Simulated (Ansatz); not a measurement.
# Relaxing Si

Computed with DFT r2SCAN, scalar-relativistic, plane waves, PAW (Ansatz). Cutoff 500 eV, Γ-centred k mesh, Gaussian smearing, no spin polarisation in the final step.

The start puts Si on the beta-tungsten (A15) structure type (Pm-3n, No. 223), at a guessed volume.

```xyz
8
Lattice="5.4681 0.0000 0.0000 0.0000 5.4681 0.0000 0.0000 0.0000 5.4681" Properties=species:S:1:pos:R:3 pbc="T T T"
Si    2.7340    2.7340    2.7340
Si    0.0000    0.0000    0.0000
Si    1.3670    0.0000    2.7340
Si    2.7340    1.3670    0.0000
Si    2.7340    4.1011    0.0000
Si    4.1011    0.0000    2.7340
Si    0.0000    2.7340    4.1011
Si    0.0000    2.7340    1.3670
```

Cell and atoms relax at zero pressure; the relaxation can't lower the symmetry of the start. After a coarse first stage the cell is made exact in the group found at 0.06 Å.

Energies count from the standard state of Si at the same level.

(1) Describe the relaxed structure.

(2) What are its volume, energy, density and gap?

Results:

(1) It keeps Pm-3n (No. 223). The result has the beta-tungsten (A15) structure. Conventional cell: a = 4.837 Å. Si on Wyckoff site a (2 atoms of the primitive cell) is coordinated by 12 Si at 2.70 Å; around Si on Wyckoff site c (6 atoms of the primitive cell) lie 2 Si at 2.42 Å, 4 Si at 2.70 Å and 8 Si at 2.96 Å.

```xyz
8
Lattice="4.8369 0.0000 0.0000 0.0000 4.8369 0.0000 0.0000 0.0000 4.8369" Properties=species:S:1:pos:R:3 pbc="T T T"
Si    2.4185    2.4185    2.4185
Si    0.0000    0.0000    0.0000
Si    1.2092    0.0000    2.4185
Si    2.4185    1.2092    0.0000
Si    2.4185    3.6277    0.0000
Si    3.6277    0.0000    2.4185
Si    0.0000    2.4185    3.6277
Si    0.0000    2.4185    1.2092
```

(2) The volume per atom is 14.15 Å³, the density is 3.30 g/cm³ and the energy over the standard structure is 0.81 eV/atom. The gap on the 8×8×8 mesh is 0 eV (a metal).

The final run used a 8×8×8 mesh on its 8-atom cell and 0.10 eV smearing. For metals, differences of a few meV/atom aren't resolved. Symmetry constrained the relaxation, so the result can be a saddle point. The steps took of the order of 100 core-seconds in all.

This form isn't the element's structure at ambient conditions.